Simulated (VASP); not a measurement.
**NaI in VASP 6.6.1, single-point calculation**

INCAR

```
LREAL = .FALSE.
IVDW = 11
NELM = 120
LASPH = .TRUE.
NSW = 0
LCHARG = .FALSE.
GGA = PE
SIGMA = 0.02
PREC = Accurate
ISMEAR = -1
NBANDS = 14
EDIFF = 1E-7
ISIF = 2
LWAVE = .FALSE.
ENCUT = 520
IBRION = -1
```

KPOINTS

```
KPOINTS created by Atomic Simulation Environment
0
Gamma
6 6 6
0 0 0
```

POSCAR

```
Na I
 1.0000000000000000
     4.0405365579000003    0.0000000000000000    0.0000000000000000
     0.0000000000000000    4.0405365579000003    0.0000000000000000
     0.0000000000000000    0.0000000000000000    4.1072054110999998
 Na  I
   1   1
Cartesian
  0.0000000000000000  0.0000000000000000  0.0000000000000000
  2.0202682789499997  2.0202682789499997  2.0536027055499995
```

The recommended PBE PAW datasets give the neutral cell 14 valence electrons.

Command

```
mpirun -np 1 vasp_std
```

OSZICAR

```
N       E                     dE             d eps       ncg     rms          rms(c)
DAV:   1     0.800039599738E+02    0.80004E+02   -0.65614E+03  1120   0.898E+02
DAV:   2     0.154372527854E+01   -0.78460E+02   -0.72046E+02  1206   0.215E+02
DAV:   3    -0.503816931438E+01   -0.65819E+01   -0.65319E+01  1480   0.600E+01
DAV:   4    -0.520118459834E+01   -0.16302E+00   -0.16297E+00  1362   0.979E+00
DAV:   5    -0.520524925121E+01   -0.40647E-02   -0.40646E-02  1476   0.156E+00    0.191E+00
DAV:   6    -0.509954898234E+01    0.10570E+00   -0.94865E-02  1346   0.182E+00    0.127E+00
DAV:   7    -0.507166062852E+01    0.27888E-01   -0.91809E-02  1396   0.159E+00    0.629E-01
DAV:   8    -0.507213561617E+01   -0.47499E-03   -0.62312E-03  1186   0.633E-01    0.947E-02
DAV:   9    -0.507208118155E+01    0.54435E-04   -0.17228E-04  1462   0.130E-01    0.380E-02
DAV:  10    -0.507210476692E+01   -0.23585E-04   -0.61310E-05  1288   0.710E-02    0.924E-03
DAV:  11    -0.507210497169E+01   -0.20477E-06   -0.69941E-06  1324   0.268E-02    0.334E-03
DAV:  12    -0.507210521659E+01   -0.24489E-06   -0.47280E-07  1342   0.468E-03    0.536E-04
DAV:  13    -0.507210531417E+01   -0.97587E-07   -0.56219E-08  1142   0.158E-03
   1 F= -.55731072E+01 E0= -.55731072E+01  d E =-.180829E-12
```

From OUTCAR

```
k-points           NKPTS =     40   k-points in BZ     NKDIM =     40   number of bands    NBANDS=     14

   NELECT =      14.0000    total number of electrons

   dimension x,y,z NGX =    30 NGY =   30 NGZ =   32
   dimension x,y,z NGXF=    60 NGYF=   60 NGZF=   64

  energy-cutoff  :      520.00
  volume of cell :       67.05
      direct lattice vectors                 reciprocal lattice vectors
     4.040536558  0.000000000  0.000000000     0.247491883  0.000000000  0.000000000
     0.000000000  4.040536558  0.000000000     0.000000000  0.247491883  0.000000000
     0.000000000  0.000000000  4.107205411     0.000000000  0.000000000  0.243474553

 k-points in reciprocal lattice and weights: KPOINTS created by Atomic Simulation Env
   0.00000000  0.00000000  0.00000000       0.005
   0.16666667  0.00000000  0.00000000       0.019
   0.33333333  0.00000000  0.00000000       0.019
   0.50000000  0.00000000  0.00000000       0.009
   0.16666667  0.16666667  0.00000000       0.019
   0.33333333  0.16666667  0.00000000       0.037
   0.50000000  0.16666667  0.00000000       0.019
   0.33333333  0.33333333  0.00000000       0.019
   ...

 E-fermi :   2.3468

 k-point     1 :       0.0000    0.0000    0.0000
  band No.  band energies     occupation
      1     -21.8933      2.00000
      2     -21.8933      2.00000
      3     -21.8908      2.00000
      4      -9.9414      2.00000
      5       1.0874      2.00000
      6       1.2356      2.00000
      7       1.2356      2.00000
      8       4.0854      0.00000
      9       7.3917      0.00000
     10       7.4959      0.00000
     11      12.8202      0.00000
     12      12.9831      0.00000
     13      12.9831      0.00000
     14      13.5720      0.00000

 k-point     2 :       0.1667    0.0000    0.0000
  band No.  band energies     occupation
      1     -21.8953      2.00000
      2     -21.8931      2.00000
      3     -21.8906      2.00000
      4      -9.8654      2.00000
      5       0.3179      2.00000
      6       1.1650      2.00000
      7       1.3116      2.00000
      8       4.7635      0.00000
      9       7.6433      0.00000
     10       8.2623      0.00000
     11      11.4092      0.00000
     12      11.6471      0.00000
     13      12.1644      0.00000
     14      13.7631      0.00000

 k-point     3 :       0.3333    0.0000    0.0000
  band No.  band energies     occupation
      1     -21.8993      2.00000
      2     -21.8927      2.00000
      3     -21.8902      2.00000
      4      -9.7028      2.00000
      5      -0.8885      2.00000
      6       1.3313      2.00000
      7       1.4739      2.00000
      8       5.7364      0.00000
      9       8.2844      0.00000
     10       8.6941      0.00000
     11      10.0549      0.00000
     12      10.3132      0.00000
     13      11.6734      0.00000
     14      12.7797      0.00000

 k-point     4 :       0.5000    0.0000    0.0000
  band No.  band energies     occupation
      1     -21.9013      2.00000
      2     -21.8925      2.00000
      3     -21.8900      2.00000
      4      -9.6154      2.00000
      5      -1.3678      2.00000
      6       1.4207      2.00000
      7       1.5611      2.00000
      8       6.4108      0.00000
      9       8.0323      0.00000
     10       8.8941      0.00000
     11       9.5483      0.00000
     12       9.8124      0.00000
     13      10.5857      0.00000
     14      14.6620      0.00000

 ...

  Total       0.14523     0.14523    -0.19225     0.00000     0.00000     0.00000
  in kB       3.47014     3.47014    -4.59356     0.00000     0.00000     0.00000
  external pressure =        0.78 kB  Pullay stress =        0.00 kB

 POSITION                                       TOTAL-FORCE (eV/Angst)
 -----------------------------------------------------------------------------------
      0.00000      0.00000      0.00000         0.000000      0.000000      0.000000
      2.02027      2.02027      2.05360         0.000000      0.000000      0.000000
 -----------------------------------------------------------------------------------
    total drift:                                0.000000     -0.000000     -0.000000

  FREE ENERGIE OF THE ION-ELECTRON SYSTEM (eV)
  ---------------------------------------------------
  free  energy   TOTEN  =        -5.5731071617 eV

  energy  without entropy=       -5.5731071617  energy(sigma->0) =       -5.57310716
```

It converged. Results: gap between bands v and c on the k mesh 2.23 eV; least direct gap on the k mesh 2.76 eV; pressure 0.1 GPa. Band v is the last that the valence electrons fill when counted band by band, and c is the next.

For comparison, a separate PBE run of the intended cell, on usual settings and not on those above, gives a gap of 2.23 eV on its mesh and a pressure of 0.0 GPa.

The run above took about 27 s on one core of a shared host (Intel Xeon Platinum 8488C) and held 0.19 GiB at most.
